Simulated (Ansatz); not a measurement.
Several faces are cut from this relaxed crystal of BiTe:

```cif
data_structure
_symmetry_space_group_name_H-M 'Fm-3m'
_symmetry_Int_Tables_number 225
_cell_length_a 6.5024
_cell_length_b 6.5024
_cell_length_c 6.5024
_cell_angle_alpha 90.000
_cell_angle_beta 90.000
_cell_angle_gamma 90.000
_cell_volume 274.93
loop_
_atom_site_label
_atom_site_type_symbol
_atom_site_symmetry_multiplicity
_atom_site_Wyckoff_symbol
_atom_site_fract_x
_atom_site_fract_y
_atom_site_fract_z
_atom_site_occupancy
Bi1 Bi 4 b 0.50000 0.00000 0.00000 1
Te1 Te 4 a 0.00000 0.00000 0.00000 1
```

Miller indices refer to the conventional cell, a = 6.502 Å, b = 6.502 Å, c = 6.502 Å, α = 90.00°, β = 90.00°, γ = 90.00°.

Theory: DFT PBE, scalar-relativistic, plane waves, PAW in Ansatz 0.2.0. Cutoff 420 eV, Γ-centred meshes, Gaussian smearing of 0.10 eV, no spin polarisation.

All atoms of each slab relax at the bulk's in-plane cell, with a dipole correction; γ is the mean of a slab's two faces. Bonds are neighbours within 10 % of the shortest distances in the bulk.

Question: Order these faces by relaxed surface energy, lowest first.
A. (110), ending in BiTe (5 planes)
B. (111), ending in Te and Bi (6 planes)

Answer: A (0.25 J/m²), B (0.40 J/m²).

Question: What are the details?

Answer: 
```tsv
face	planes	thickness (Å)	area (Å²)	cut bonds per Å²	γ as cut (J/m²)	γ relaxed (J/m²)
(110), ending in BiTe	5	9.2	29.90	0.134	0.33	0.25
(111), ending in Te and Bi	6	9.4	18.31	0.164	0.49	0.40
```

Faces whose slabs rebuild by over 0.8 Å, distort in their middle or lose their symmetry through the k mesh, and polar cuts of insulators, are left out. Of the terminations computed for a plane the cheapest is shown.

The slabs are thin, so differences under about 0.05 J/m² or 0.1 eV aren't settled, and faces are 1×1 cells, without the reconstructions that some real ones have. Spin-orbit coupling is left out, which matters for the bands of heavy elements.

The order follows the density of bonds that each cut crosses: the fewer, the cheaper the face.

The (110) face is cheaper than (111) both before and after relaxation, so the order is set by the cut itself rather than by how the atoms respond. Broken bonds explain only part of the gap: the energy rises more steeply than the bond density, from 0.33 to 0.49 J/m² as cut. The excess probably reflects the polar stacking of (111), where one side ends in Bi and the other in Te, while (110) exposes both elements in each plane. Rock-salt BiTe has one valence electron more per formula unit than PbTe, which should make it metallic, and its carriers can screen much of the polar field. This suggests why (111) remains fairly cheap without a change in stoichiometry. The low energies of both faces fit the soft, p-dominated bonding of heavy tellurides.

The ranking doesn't identify the cleavage plane or the equilibrium crystal shape, because (100), the usual cleavage face of rock-salt crystals and the one that cuts the fewest bonds per area, is absent.
